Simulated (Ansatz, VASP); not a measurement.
# YV6Sn6 in two plane-wave programs, part 2 of 3

Wanted: the spread between two codes on one cell, functional and k mesh. The cell is taken from a series of runs on this material, whose earlier steps may have relaxed, scaled, displaced or heated it; both programs get it as it stands.

VASP 6.6.1 and Ansatz 0.2.0.

So far: The structure; Ansatz: relaxation of cell and atoms, r2SCAN with rVV10.

## 3. VASP: relaxation of cell and atoms, r2SCAN with rVV10

Level of this step: r2SCAN with rVV10, no spin polarisation; plane waves and PAW (Y_sv, V_sv, Sn_d) (VASP).

The same cell, functional, mesh and smearing now go to VASP, with its own data sets.

Lines of VASP's logs that name or quote its potential files are left out, and so is its time.

The input, INCAR:

```
SYSTEM = YV6Sn6
PREC = Accurate
ENCUT = 550
EDIFF = 1E-07
NELM = 120
ISMEAR = 0
SIGMA = 0.1
LREAL = .FALSE.
ALGO = Normal
METAGGA = R2SCAN
LUSE_VDW = .TRUE.
IVDW_NL = 2
BPARAM = 11.95
CPARAM = 0.0093
LASPH = .TRUE.
NBANDS = 107
LORBIT = 11
LWAVE = .FALSE.
LCHARG = .FALSE.
ISIF = 3
IBRION = 2
NSW = 80
EDIFFG = -0.005
GGA_COMPAT = .FALSE.
NELMIN = 4
LMIXTAU = .TRUE.
KPAR = 4
```

The input, POSCAR:

```
YV6Sn6
1.0
    5.4788330000      0.0000000000      0.0000000000
   -2.7394170000      4.7448090000      0.0000000000
    0.0000000000      0.0000000000      9.2286940000
Y V Sn
1 6 6
Direct
    0.0000000000      0.0000000000      0.0000000000
    0.5000000913      0.0000000000      0.7513881162
    0.0000000386      0.4999998946      0.7513881162
    0.4999999473      0.4999998946      0.7513881162
    0.5000000913      0.0000000000      0.2486117754
    0.0000000386      0.4999998946      0.2486117754
    0.4999999473      0.4999998946      0.2486117754
    0.0000000000      0.0000000000      0.6702883420
    0.0000000000      0.0000000000      0.3297115497
    0.3333333942      0.6666666667      0.5000000000
    0.6666667883      0.3333333333      0.5000000000
    0.3333333942      0.6666666667      0.0000000000
    0.6666667883      0.3333333333      0.0000000000
```

The input, KPOINTS:

```
Automatic mesh
0
Gamma
6 6 4
0 0 0
```

The projector-augmented-wave data sets are Y_sv, V_sv and Sn_d (PBE family, release 64).

Launch:

```console
> mpirun -np 4 vasp_std
```

Log:

```text
[banner, memory and clock lines left out]
running    4 mpi-ranks, on    1 nodes
 distrk:  each k-point on    1 cores,    4 groups
 distr:  one band on    1 cores,    1 groups

 POSCAR found type information on POSCAR Y V Sn
 POSCAR found :  3 types and      13 ions
|                                                                             |
|               ----> ADVICE to this user running VASP <----                  |
|                                                                             |
|     You have switched on vdW-DFT.                                           |
|     This routine was written and supplied by Jiri Klimes. We recommend      |
|     that you carefully read and cite the following publications:            |
|       J. Klimes, D.R. Bowler, A. Michelides                                 |
|          J. Phys.: Cond Matt. 22 022201 (2010)                              |
|       J. Klimes, D.R. Bowler, A. Michelides                                 |
|          Phys. Rev. B. 83, 195131 (2011)                                    |
|     and references therein.                                                 |
|                                                                             |

|                                                                             |
|               ----> ADVICE to this user running VASP <----                  |
|                                                                             |
|     You enforced a specific xc type in the INCAR file but a different       |
|     [... a line on the potential file left out ...]
|     I HOPE YOU KNOW WHAT YOU ARE DOING!                                     |
|                                                                             |

 LDA part: xc-table for (None), standard interpolation
 POSCAR, INCAR and KPOINTS ok, starting setup
 FFT: planning ... GRIDC
 FFT: planning ... GRID_SOFT
 FFT: planning ... GRID
 WAVECAR not read
 entering main loop
       N       E                     dE             d eps       ncg     rms          rms(c)
Total rVV10 correction in eV:      4.1069087   176.8537874
Total rVV10 correction in eV:      4.1069087   176.8537874
Total rVV10 correction in eV:      4.1069087   176.8537874
Total rVV10 correction in eV:      4.1069087   176.8537874
DAV:   1     0.295321707736E+04    0.29532E+04   -0.87104E+04  4670   0.262E+03
DAV:   2     0.244756006150E+03   -0.27085E+04   -0.26459E+04  4494   0.838E+02
DAV:   3    -0.244500570704E+03   -0.48926E+03   -0.46434E+03  4494   0.315E+02
DAV:   4    -0.295561541814E+03   -0.51061E+02   -0.48875E+02  6020   0.973E+01
DAV:   5    -0.298143296068E+03   -0.25818E+01   -0.25622E+01  6884   0.196E+01    0.610E+01
Total rVV10 correction in eV:      3.9129995   176.8537887
Total rVV10 correction in eV:      3.9129995   176.8537887
Total rVV10 correction in eV:      3.9129995   176.8537887
Total rVV10 correction in eV:      3.9129995   176.8537887
DAV:   6    -0.274131341618E+03    0.24012E+02   -0.14921E+02  5443   0.505E+01    0.221E+01
Total rVV10 correction in eV:      3.9705455   176.8537881
Total rVV10 correction in eV:      3.9705455   176.8537881
Total rVV10 correction in eV:      3.9705455   176.8537881
Total rVV10 correction in eV:      3.9705455   176.8537881
DAV:   7    -0.262578191182E+03    0.11553E+02   -0.69045E+01  5463   0.331E+01    0.225E+01
Total rVV10 correction in eV:      3.9143084   176.8537885
Total rVV10 correction in eV:      3.9143084   176.8537885
Total rVV10 correction in eV:      3.9143084   176.8537885
Total rVV10 correction in eV:      3.9143084   176.8537885
DAV:   8    -0.251564701193E+03    0.11013E+02   -0.13240E+01  4863   0.134E+01    0.116E+01
Total rVV10 correction in eV:      3.9077582   176.8537884
Total rVV10 correction in eV:      3.9077582   176.8537884
Total rVV10 correction in eV:      3.9077582   176.8537884
Total rVV10 correction in eV:      3.9077582   176.8537884
DAV:   9    -0.252815090456E+03   -0.12504E+01   -0.29503E+00  5620   0.535E+00    0.577E+00
Total rVV10 correction in eV:      3.9010230   176.8537883
Total rVV10 correction in eV:      3.9010230   176.8537883
Total rVV10 correction in eV:      3.9010230   176.8537883
Total rVV10 correction in eV:      3.9010230   176.8537883
DAV:  10    -0.250822865031E+03    0.19922E+01   -0.17054E+00  4949   0.387E+00    0.200E+00
Total rVV10 correction in eV:      3.9085432   176.8537883
Total rVV10 correction in eV:      3.9085432   176.8537883
Total rVV10 correction in eV:      3.9085432   176.8537883
Total rVV10 correction in eV:      3.9085432   176.8537883
DAV:  11    -0.252982230705E+03   -0.21594E+01   -0.11614E+00  4788   0.330E+00    0.230E+00
Total rVV10 correction in eV:      3.9083827   176.8537883
[...]
Total rVV10 correction in eV:      3.8920677   176.8537867
Total rVV10 correction in eV:      3.8920677   176.8537867
Total rVV10 correction in eV:      3.8920677   176.8537867
DAV:   6    -0.252995707491E+03   -0.43798E-06   -0.88952E-07  4364   0.380E-03    0.127E-03
Total rVV10 correction in eV:      3.8920689   176.8537867
Total rVV10 correction in eV:      3.8920689   176.8537867
Total rVV10 correction in eV:      3.8920689   176.8537867
Total rVV10 correction in eV:      3.8920689   176.8537867
DAV:   7    -0.252995707600E+03   -0.10903E-06   -0.10565E-07  2869   0.158E-03    0.768E-04
[...]
Total rVV10 correction in eV:      3.8929765   176.8537866
Total rVV10 correction in eV:      3.8929765   176.8537866
Total rVV10 correction in eV:      3.8929765   176.8537866
Total rVV10 correction in eV:      3.8929765   176.8537866
DAV:   5    -0.252995729677E+03    0.15722E-05   -0.20475E-05  6162   0.179E-02    0.174E-02
Total rVV10 correction in eV:      3.8929393   176.8537866
Total rVV10 correction in eV:      3.8929393   176.8537866
Total rVV10 correction in eV:      3.8929393   176.8537866
Total rVV10 correction in eV:      3.8929393   176.8537866
DAV:   6    -0.252995724960E+03    0.47173E-05   -0.67318E-06  5250   0.108E-02    0.717E-03
Total rVV10 correction in eV:      3.8929238   176.8537866
Total rVV10 correction in eV:      3.8929238   176.8537866
Total rVV10 correction in eV:      3.8929238   176.8537866
Total rVV10 correction in eV:      3.8929238   176.8537866
DAV:   7    -0.252995721744E+03    0.32159E-05   -0.31732E-06  5773   0.704E-03    0.378E-03
Total rVV10 correction in eV:      3.8929242   176.8537866
Total rVV10 correction in eV:      3.8929242   176.8537866
Total rVV10 correction in eV:      3.8929242   176.8537866
Total rVV10 correction in eV:      3.8929242   176.8537866
DAV:   8    -0.252995722195E+03   -0.45115E-06   -0.39239E-07  3794   0.258E-03    0.229E-03
Total rVV10 correction in eV:      3.8929255   176.8537866
Total rVV10 correction in eV:      3.8929255   176.8537866
Total rVV10 correction in eV:      3.8929255   176.8537866
Total rVV10 correction in eV:      3.8929255   176.8537866
DAV:   9    -0.252995721991E+03    0.20415E-06   -0.54384E-08  2735   0.107E-03    0.741E-04
Total rVV10 correction in eV:      3.8929260   176.8537866
Total rVV10 correction in eV:      3.8929260   176.8537866
Total rVV10 correction in eV:      3.8929260   176.8537866
Total rVV10 correction in eV:      3.8929260   176.8537866
DAV:  10    -0.252995721629E+03    0.36176E-06   -0.47857E-08  2372   0.955E-04    0.439E-04
Total rVV10 correction in eV:      3.8929262   176.8537866
Total rVV10 correction in eV:      3.8929262   176.8537866
Total rVV10 correction in eV:      3.8929262   176.8537866
Total rVV10 correction in eV:      3.8929262   176.8537866
DAV:  11    -0.252995721671E+03   -0.42131E-07   -0.20474E-08  2316   0.729E-04
Total rVV10 correction in eV:      3.8929270   176.8537866
Total rVV10 correction in eV:      3.8929270   176.8537866
Total rVV10 correction in eV:      3.8929270   176.8537866
Total rVV10 correction in eV:      3.8929270   176.8537866
Total rVV10 correction in eV:      3.8929264   176.8537866
Total rVV10 correction in eV:      3.8929264   176.8537866
Total rVV10 correction in eV:      3.8929264   176.8537866
Total rVV10 correction in eV:      3.8929264   176.8537866
   8 F= -.25299572E+03 E0= -.25298258E+03  d E =-.139746E-04
 trial-energy change:   -0.000014  1 .order   -0.000011   -0.000051    0.000029
 step:   0.9269(harm=  0.8612)  dis= 0.00037  next Energy=  -252.995726 (dE=-0.184E-04)
 bond charge predicted
       N       E                     dE             d eps       ncg     rms          rms(c)
Total rVV10 correction in eV:      3.8929515   176.8537866
Total rVV10 correction in eV:      3.8929515   176.8537866
Total rVV10 correction in eV:      3.8929515   176.8537866
Total rVV10 correction in eV:      3.8929515   176.8537866
DAV:   1    -0.252995769490E+03   -0.47861E-04   -0.25426E-03  5530   0.402E-01    0.689E-02
Total rVV10 correction in eV:      3.8926324   176.8537866
Total rVV10 correction in eV:      3.8926324   176.8537866
Total rVV10 correction in eV:      3.8926324   176.8537866
Total rVV10 correction in eV:      3.8926324   176.8537866
DAV:   2    -0.252995746694E+03    0.22796E-04   -0.49987E-04  5108   0.107E-01    0.352E-02
Total rVV10 correction in eV:      3.8927079   176.8537866
Total rVV10 correction in eV:      3.8927079   176.8537866
Total rVV10 correction in eV:      3.8927079   176.8537866
Total rVV10 correction in eV:      3.8927079   176.8537866
DAV:   3    -0.252995726047E+03    0.20647E-04   -0.11081E-04  5214   0.473E-02    0.175E-02
Total rVV10 correction in eV:      3.8926392   176.8537866
Total rVV10 correction in eV:      3.8926392   176.8537866
Total rVV10 correction in eV:      3.8926392   176.8537866
Total rVV10 correction in eV:      3.8926392   176.8537866
DAV:   4    -0.252995722731E+03    0.33157E-05   -0.22019E-05  5452   0.245E-02    0.703E-03
Total rVV10 correction in eV:      3.8926422   176.8537866
Total rVV10 correction in eV:      3.8926422   176.8537866
Total rVV10 correction in eV:      3.8926422   176.8537866
Total rVV10 correction in eV:      3.8926422   176.8537866
DAV:   5    -0.252995724069E+03   -0.13381E-05   -0.19919E-06  5554   0.565E-03    0.555E-03
Total rVV10 correction in eV:      3.8926539   176.8537866
Total rVV10 correction in eV:      3.8926539   176.8537866
Total rVV10 correction in eV:      3.8926539   176.8537866
Total rVV10 correction in eV:      3.8926539   176.8537866
DAV:   6    -0.252995725013E+03   -0.94338E-06   -0.66727E-07  4167   0.344E-03    0.234E-03
Total rVV10 correction in eV:      3.8926589   176.8537866
Total rVV10 correction in eV:      3.8926589   176.8537866
Total rVV10 correction in eV:      3.8926589   176.8537866
Total rVV10 correction in eV:      3.8926589   176.8537866
DAV:   7    -0.252995726149E+03   -0.11367E-05   -0.31550E-07  3959   0.223E-03    0.122E-03
Total rVV10 correction in eV:      3.8926587   176.8537866
Total rVV10 correction in eV:      3.8926587   176.8537866
Total rVV10 correction in eV:      3.8926587   176.8537866
Total rVV10 correction in eV:      3.8926587   176.8537866
DAV:   8    -0.252995726120E+03    0.29446E-07   -0.39623E-08  2295   0.956E-04
Total rVV10 correction in eV:      3.8926577   176.8537866
Total rVV10 correction in eV:      3.8926577   176.8537866
Total rVV10 correction in eV:      3.8926577   176.8537866
Total rVV10 correction in eV:      3.8926577   176.8537866
Total rVV10 correction in eV:      3.8926585   176.8537866
Total rVV10 correction in eV:      3.8926585   176.8537866
Total rVV10 correction in eV:      3.8926585   176.8537866
Total rVV10 correction in eV:      3.8926585   176.8537866
   9 F= -.25299573E+03 E0= -.25298258E+03  d E =-.184233E-04
 curvature:  -0.43 expect dE=-0.895E-05 dE for cont linesearch -0.889E-07
 trial: gam= 0.63352 g(F)=  0.591E-05 g(S)=  0.151E-04 ort =-0.281E-05 (trialstep = 0.127E+01)
 search vector abs. value=  0.326E-04
 reached required accuracy - stopping structural energy minimisation
```

[end of part 2 of 3]

[Lines on the potential files, build, host, timing and source positions are cut from VASP's logs without a mark.]

[Logs are printed without paths, hosts, clocks, repeated set-up lines and the standing remarks that a program may print on its own settings, such as how far it seeks lower states.]

[Hosts, paths, dates, database ids (printed as entryN), source tags and the programs' standing remarks are cut or masked in the printed files.]
